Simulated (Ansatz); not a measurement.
**LiH (P-6m2) at 2 levels of theory**

One geometry, relaxed with PBE; plane waves with PAW potentials in Ansatz, scalar-relativistic. No spin polarisation. Gaps are the least over mesh and band path; pressure is positive in compression.

```
Li H
1.0
     2.75604    0.00000    0.00000
    -1.37802    2.38680    0.00000
     0.00000    0.00000    2.53447
Li H
1 1
Direct
  0.66667 0.33333 0.00000
  0.00000 0.00000 0.50000
```

| level | cutoff (eV) | k mesh | gap (eV) | pressure (GPa) |
| --- | --- | --- | --- | --- |
| PBE | 420 | 12×12×10 | 1.87 | 0.0 |

What comes out on the same cell with r2SCAN?

```json
{"level": "r2SCAN", "cutoff (eV)": "500", "k mesh": "12×12×10", "gap (eV)": "2.45", "pressure (GPa)": "-0.1"}
```

Another cell of LiH relaxed alike, in F-43m, lies 69 meV/atom lower, so this cell isn't the stable form at this level.

The structure comes from a generated guess; another structure or a mixture of phases may lie lower.
